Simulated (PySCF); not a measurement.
Cost against size for one kind of job: PySCF 2.14.0, delta-SCF UKS SCAN, pcX-2 on the ionised atom, pcseg-1 elsewhere, spin-free X2C. Hardware: one thread of an Arm Neoverse V2, no GPU, shared host. Other jobs ran on the host; a repeat could differ by tens of per cent or more.

```json
{"species (SMILES)": "N#C[SiH3]", "atoms": "6", "electrons": "30", "basis functions": "103", "SCF cycles": "57", "core holes": "4", "wall time": "6.9 s"}
{"species (SMILES)": "CCNC", "atoms": "13", "electrons": "34", "basis functions": "132", "SCF cycles": "63", "core holes": "4", "wall time": "18 s"}
{"species (SMILES)": "CCCN", "atoms": "13", "electrons": "34", "basis functions": "132", "SCF cycles": "63", "core holes": "4", "wall time": "19 s"}
{"species (SMILES)": "Nc1cnsc1", "atoms": "10", "electrons": "52", "basis functions": "150", "SCF cycles": "139", "core holes": "7", "wall time": "42 s"}
{"species (SMILES)": "Nc1nccs1", "atoms": "10", "electrons": "52", "basis functions": "150", "SCF cycles": "129", "core holes": "7", "wall time": "27 s"}
{"species (SMILES)": "[H][Ge]([H])([NH]C)[NH]C", "atoms": "15", "electrons": "68", "basis functions": "164", "SCF cycles": "35", "core holes": "2", "wall time": "?"}
```

Problem. Estimate the withheld figures.

Solution. `[H][Ge]([H])([NH]C)[NH]C`: 17 s.

Problem. Which species took longest, and how many times the shortest run?

Solution. `Nc1cnsc1`, at 42 s: about 6.1 times the shortest (6.9 s).
